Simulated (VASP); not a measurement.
Wanted: the native input for a VASP 6.6.1 run.

- Task: single point
- Functional: PBE
- Potentials or basis: VASP PAW PBE potentials, release 64 (Al, P)
- Cutoff: 520 eV
- k mesh: 14 × 14 × 14
- Occupations: gaussian, width 0.02 eV
- Spin: no spin polarisation
- Further INCAR settings: ALGO = Normal; EDIFF = 1e-07; NBANDS = 11

The structure of AlP lies in POSCAR:

```
AlP
1.0
    0.0000000000      2.7255000000      2.7255000000
    2.7255000000      0.0000000000      2.7255000000
    2.7255000000      2.7255000000      0.0000000000
Al P
1 1
Direct
    0.0000000000      0.0000000000      0.0000000000
    0.2500000000      0.2500000000      0.2500000000
```

These files were run (other wordings do the same):

INCAR

```
ALGO     = Normal         # electronic algorithm
EDIFF    = 1E-7           # SCF threshold, eV
ENCUT    = 520            # plane-wave cutoff, eV
GGA      = PE             # functional
ISIF     = 2              # what is computed and relaxed
ISMEAR   = 0              # smearing method
LASPH    = T              # aspherical terms in the spheres
LCHARG   = F              # write CHGCAR
LREAL    = F              # projectors in reciprocal space
LWAVE    = F              # write WAVECAR
NBANDS   = 11             # bands
NELM     = 80             # most SCF steps
PREC     = Accurate       # precision mode
SIGMA    = 0.02           # smearing width, eV
```

KPOINTS

```
k-points
0
Gamma
  14 14 14
```

Potentials or basis: VASP PAW PBE potentials, release 64 (Al, P).

Run with:

```sh
$ cat potpaw_PBE.64/Al/POTCAR potpaw_PBE.64/P/POTCAR > POTCAR
$ mpirun -np 1 vasp_std > vasp.out
```

It gave:

- Pressure: 2.6 GPa
- Band gap on the k mesh: 1.57 eV, indirect (least direct gap 3.35 eV)

Wall time 38 s on 1 thread of Intel(R) Xeon(R) Platinum 8375C CPU @ 2.90GHz (Ice Lake) (shared host), peak memory 0.18 GiB.
